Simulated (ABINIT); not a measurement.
# C (Fd-3m) in ABINIT: single point with PBE

Aim: the single point of C with PBE.

Everything below comes from runs of ABINIT 10.8.3 (patched build). Logs are shortened: lines on timing, memory, paths and dates and some standing lists are left out, and cuts for length are marked. The log counts tension as positive stress, the text compression.

**1. The structure**

It takes space group Fd-3m (No. 227, cubic). The conventional cell has a = 3.567 Å, b = 3.567 Å, c = 3.567 Å, α = 90.00°, β = 90.00°, γ = 90.00°. C (site symmetry -43m) has 4 C at 1.54 Å as nearest neighbours.

This isn't the form of C at room conditions, which is graphite.

**2. Single point, PBE**

File run.abi:

```
# Pseudopotentials
pp_dirpath "./"
pseudos "06_C_4_1.2_1.2_pbe_n_v1.0.psp8"

# Structure
acell 4.7660140852 4.7660140852 4.7660140852
rprim
     0.0000000000     0.7071067812     0.7071067812
     0.7071067812     0.0000000000     0.7071067812
     0.7071067812     0.7071067812     0.0000000000
ntypat 1
znucl 6
natom 2
typat 1 1
xcart
     2.6750550000     2.6750550000     2.6750550000
     1.7833700000     1.7833700000     1.7833700000 Angstrom

# Plane-wave basis
ecut 30.0

# k points
kptopt 1
ngkpt 10 10 10
nshiftk 1
shiftk 0.0 0.0 0.0

# Exchange and correlation
ixc 11

# Bands and occupations
nband 8
occopt 3
tsmear 0.05 eV

# SCF cycle
nstep 100
tolvrs 1.0e-10

# Output
iomode 3
prtwf 0
prtden 0
prteig 0
prtebands 0
enunit 1
```

Potentials or basis: SPMS NC PBE v1.0.

Launch:

```
mpirun --bind-to none -np 4 abinit run.abi > log 2>&1
```

run.abo:

```text
.Version 10.8.3 of ABINIT
 Symmetries : space group Fd -3 m (#227); Bravais cF (face-center cubic)
================================================================================
 Values of the parameters that define the memory need of the present run
     intxc =       0    ionmov =       0      iscf =       7    lmnmax =       4
     lnmax =       4     mgfft =      24  mpssoang =       2    mqgrid =    3001
     natom =       2  nloc_mem =       1    nspden =       1   nspinor =       1
    nsppol =       1      nsym =      48    n1xccc =    2501    ntypat =       1
    occopt =       3   xclevel =       2
       mpw =         612          nfft =       13824          nkpt =          47
================================================================================
================================================================================

--------------------------------------------------------------------------------
------------- Echo of variables that govern the present computation ------------
--------------------------------------------------------------------------------
 -outvars: echo values of preprocessed input variables --------
            acell      4.7660140852E+00  4.7660140852E+00  4.7660140852E+00 Bohr
              amu      1.20110000E+01
             ecut      3.00000000E+01 Hartree
           enunit           1
              ixc          11
         kptrlatt       10    0    0      0   10    0      0    0   10
          kptrlen      4.76601409E+01
            natom           2
            nband           8
            ngfft          24      24      24
             nkpt          47
            nstep         100
             nsym          48
           ntypat           1
           occopt           3
           prtden           0
        prtebands           0
           prteig           0
            prtwf           0
            rprim      0.0000000000E+00  7.0710678120E-01  7.0710678120E-01
                       7.0710678120E-01  0.0000000000E+00  7.0710678120E-01
                       7.0710678120E-01  7.0710678120E-01  0.0000000000E+00
          spgroup         227
           tolvrs      1.00000000E-10
           tsmear      1.83746611E-03 Hartree
            typat      1  1
           xangst      2.6750549997E+00  2.6750549997E+00  2.6750549997E+00
                       1.7833700003E+00  1.7833700003E+00  1.7833700003E+00
            xcart      5.0551213212E+00  5.0551213212E+00  5.0551213212E+00
                       3.3700808817E+00  3.3700808817E+00  3.3700808817E+00
             xred      7.5000000041E-01  7.5000000041E-01  7.5000000041E-01
                       5.0000000041E-01  5.0000000041E-01  5.0000000041E-01
            znucl        6.00000

================================================================================

 chkinp: Checking input parameters for consistency.

================================================================================
== DATASET  1 ==================================================================

--- !DatasetInfo
iteration_state: {dtset: 1, }
dimensions: {natom: 2, nkpt: 47, mband: 8, nsppol: 1, nspinor: 1, nspden: 1, mpw: 612, }
cutoff_energies: {ecut:  30.0, pawecutdg:  -1.0, }
electrons: {nelect:   8.00000000E+00, charge:   0.00000000E+00, occopt:   3.00000000E+00, tsmear:   1.83746611E-03, }
meta: {optdriver: 0, ionmov: 0, optcell: 0, iscf: 7, paral_kgb: 0, }
...

 Exchange-correlation functional for the present dataset will be:
  GGA: Perdew-Burke-Ernzerhof functional - ixc=11
  J.P.Perdew, K.Burke, M.Ernzerhof, PRL 77, 3865 (1996)

 Real(R)+Recip(G) space primitive vectors, cartesian coordinates (Bohr,Bohr^-1):
 R(1)=  0.0000000  3.3700809  3.3700809  G(1)= -0.1483644  0.1483644  0.1483644
 R(2)=  3.3700809  0.0000000  3.3700809  G(2)=  0.1483644 -0.1483644  0.1483644
 R(3)=  3.3700809  3.3700809  0.0000000  G(3)=  0.1483644  0.1483644 -0.1483644
 Unit cell volume ucvol=  7.6551017E+01 bohr^3
 Angles (23,13,12)=  6.00000000E+01  6.00000000E+01  6.00000000E+01 degrees

 getcut: wavevector=  0.0000  0.0000  0.0000  ngfft=  24  24  24
         ecut(hartree)=     30.000   => boxcut(ratio)=   2.04235

--- Pseudopotential description ------------------------------------------------
- pspini: atom type   1  psp file is ./06_C_4_1.2_1.2_pbe_n_v1.0.psp8
    8   11    1    4       600   0.00000      pspcod,pspxc,lmax,lloc,mmax,r2well
    5.99000000000000    4.00000000000000    0.00000000000000   rchrg,fchrg,qchrg
     nproj     2     2
     extension_switch     1

   6.92770203E+01                                ecore*ucvol(ha*bohr**3)
--------------------------------------------------------------------------------

================================================================================

--- !BeginCycle
iteration_state: {dtset: 1, }
solver: {iscf: 7, nstep: 100, nline: 4, wfoptalg: 0, }
tolerances: {tolvrs: 1.00E-10, }
...

     iter   Etot(hartree)      deltaE(h)  residm     vres2
 ETOT  1  -12.020036128906    -1.202E+01 2.603E-01 2.325E+01
 ETOT  2  -12.034043673079    -1.401E-02 3.049E-04 7.679E-02
 ETOT  3  -12.034053823155    -1.015E-05 4.230E-05 2.268E-03
 ETOT  4  -12.034054091768    -2.686E-07 2.558E-06 2.995E-05
 ETOT  5  -12.034054094215    -2.446E-09 3.510E-07 5.080E-08
 ETOT  6  -12.034054094217    -2.368E-12 3.279E-08 1.424E-10
 ETOT  7  -12.034054094217    -1.066E-14 4.401E-09 6.308E-13

 At SCF step    7       vres2   =  6.31E-13 < tolvrs=  1.00E-10 =>converged.

 Cartesian components of stress tensor (hartree/bohr^3)
  sigma(1 1)=  1.99874118E-04  sigma(3 2)=  0.00000000E+00
  sigma(2 2)=  1.99874118E-04  sigma(3 1)=  0.00000000E+00
  sigma(3 3)=  1.99874118E-04  sigma(2 1)=  0.00000000E+00

--- !ResultsGS
iteration_state: {dtset: 1, }
comment   : Summary of ground state results
lattice_vectors:
- [  0.0000000,   3.3700809,   3.3700809, ]
- [  3.3700809,   0.0000000,   3.3700809, ]
- [  3.3700809,   3.3700809,   0.0000000, ]
lattice_lengths: [   4.76601,    4.76601,    4.76601, ]
lattice_angles: [ 60.000,  60.000,  60.000, ] # degrees, (23, 13, 12)
lattice_volume:   7.6551017E+01
convergence: {deltae: -1.066E-14, res2:  6.308E-13, residm:  4.401E-09, diffor: null, }
etotal    :  -1.20340541E+01
entropy   :   0.00000000E+00
fermie    :   4.82252571E-01
cartesian_stress_tensor: # hartree/bohr^3
- [  1.99874118E-04,   0.00000000E+00,   0.00000000E+00, ]
- [  0.00000000E+00,   1.99874118E-04,   0.00000000E+00, ]
- [  0.00000000E+00,   0.00000000E+00,   1.99874118E-04, ]
pressure_GPa:  -5.8805E+00
xred      :
- [  7.5000E-01,   7.5000E-01,   7.5000E-01,  C]
- [  5.0000E-01,   5.0000E-01,   5.0000E-01,  C]
cartesian_forces: # hartree/bohr
- [  9.98731677E-29,  -1.19847801E-28,   9.98731677E-29, ]
- [ -9.98731677E-29,   1.19847801E-28,  -9.98731677E-29, ]
force_length_stats: {min:   1.85237131E-28, max:   1.85237131E-28, mean:   1.85237131E-28, }
...

 Integrated electronic density in atomic spheres:
 ------------------------------------------------
 Atom  Sphere_radius  Integrated_density
    1        2.00000          4.70153761
    2        2.00000          4.70153761
================================================================================

 ----iterations are completed or convergence reached----

 Mean square residual over all n,k,spin=   26.900E-12; max=  44.012E-10
 reduced coordinates (array xred) for    2 atoms
       0.750000000412      0.750000000412      0.750000000412
       0.500000000412      0.500000000412      0.500000000412
 rms dE/dt=  4.0202E-28; max dE/dt=  6.7316E-28; dE/dt below (all hartree)
    1       0.000000000000     -0.000000000000      0.000000000000
    2       0.000000000000      0.000000000000      0.000000000000

 cartesian coordinates (angstrom) at end:
    1      2.67505499970624     2.67505499970624     2.67505499970624
    2      1.78337000029376     1.78337000029376     1.78337000029376

 cartesian forces (hartree/bohr) at end:
    1      0.00000000000000    -0.00000000000000     0.00000000000000
    2     -0.00000000000000     0.00000000000000    -0.00000000000000
 frms,max,avg= 1.0694671E-28 1.1984780E-28   0.000E+00  0.000E+00  0.000E+00 h/b

 cartesian forces (eV/Angstrom) at end:
    1      0.00000000000000    -0.00000000000000     0.00000000000000
    2     -0.00000000000000     0.00000000000000    -0.00000000000000
 frms,max,avg= 5.4994208E-27 6.1628217E-27   0.000E+00  0.000E+00  0.000E+00 e/A
 length scales=  4.766014085200  4.766014085200  4.766014085200 bohr
              =  2.522066039020  2.522066039020  2.522066039020 angstroms
 Fermi (or HOMO) energy (eV) =  13.12276   Average Vxc (eV)= -13.43522
 Eigenvalues (   eV  ) for nkpt=  47  k points:
 kpt#   1, nband=  8, wtk=  0.00100, kpt=  0.0000  0.0000  0.0000 (reduced coord)
 -11.21049   10.28955   10.28955   10.28955   15.92483   15.92483   15.92483   23.60091
 prteigrs : prtvol=0 or 1, do not print more k-points.

--- !EnergyTerms
iteration_state     : {dtset: 1, }
comment             : Components of total free energy in Hartree
kinetic             :  8.45853606709937E+00
hartree             :  9.64597980339753E-01
xc                  : -4.33889646387490E+00
Ewald energy        : -1.27873442511249E+01
psp_core            :  9.04978441239102E-01
local_psp           : -4.67329040872384E+00
non_local_psp       : -5.62635459171469E-01
internal            : -1.20340540942169E+01
'-kT*entropy'       :  3.18446070374662E-17
total_energy        : -1.20340540942169E+01
total_energy_eV     : -3.27463294062765E+02
band_energy         :  3.82738409220071E-01
...

 Cartesian components of stress tensor (hartree/bohr^3)
  sigma(1 1)=  1.99874118E-04  sigma(3 2)=  0.00000000E+00
  sigma(2 2)=  1.99874118E-04  sigma(3 1)=  0.00000000E+00
  sigma(3 3)=  1.99874118E-04  sigma(2 1)=  0.00000000E+00

-Cartesian components of stress tensor (GPa)         [Pressure= -5.8805E+00 GPa]
- sigma(1 1)=  5.88049956E+00  sigma(3 2)=  0.00000000E+00
- sigma(2 2)=  5.88049956E+00  sigma(3 1)=  0.00000000E+00
- sigma(3 3)=  5.88049956E+00  sigma(2 1)=  0.00000000E+00

== END DATASET(S) ==============================================================
================================================================================

 -outvars: echo values of variables after computation  --------
            acell      4.7660140852E+00  4.7660140852E+00  4.7660140852E+00 Bohr
           etotal     -1.2034054094E+01
            fcart      9.9873167732E-29 -1.1984780128E-28  9.9873167732E-29
                      -9.9873167732E-29  1.1984780128E-28 -9.9873167732E-29
            rprim      0.0000000000E+00  7.0710678120E-01  7.0710678120E-01
                       7.0710678120E-01  0.0000000000E+00  7.0710678120E-01
                       7.0710678120E-01  7.0710678120E-01  0.0000000000E+00
           strten      1.9987411753E-04  1.9987411753E-04  1.9987411753E-04
                       0.0000000000E+00  0.0000000000E+00  0.0000000000E+00
           xangst      2.6750549997E+00  2.6750549997E+00  2.6750549997E+00
                       1.7833700003E+00  1.7833700003E+00  1.7833700003E+00
             xred      7.5000000041E-01  7.5000000041E-01  7.5000000041E-01
                       5.0000000041E-01  5.0000000041E-01  5.0000000041E-01
 Calculation completed.
```

Wall time 1.6 s (4 MPI ranks of Intel Xeon Platinum 8559C (Emerald Rapids), shared host); peak memory 0.2 GiB.

What came out:

| Quantity | Value |
| --- | --- |
| Free energy | -327.4633 eV |
| Band gap on the k mesh | 4.22 eV, indirect (least direct gap 5.64 eV) |
| All electrons inside the program's atomic spheres | C 4.70 (radii [1.0584] Å) |

Levels at points of the mesh, in eV from the valence-band top:
```
           k point  band 1  band 2  band 3  band 4  band 5  band 6  band 7  band 8
(0.00, 0.00, 0.00)  -21.50    0.00    0.00    0.00    5.64    5.64    5.64   13.31
(0.50, 0.00, 0.00)  -15.73  -13.40   -2.81   -2.81    8.52    8.52    8.88   15.73
(0.50, 0.50, 0.00)  -12.79  -12.79   -6.32   -6.32    4.82    4.82   16.83   16.83
```

Caveat: the cutoff is too short for stress, so the log's stress isn't used. PBE gaps usually lie below the measured ones, often by a third to a half.
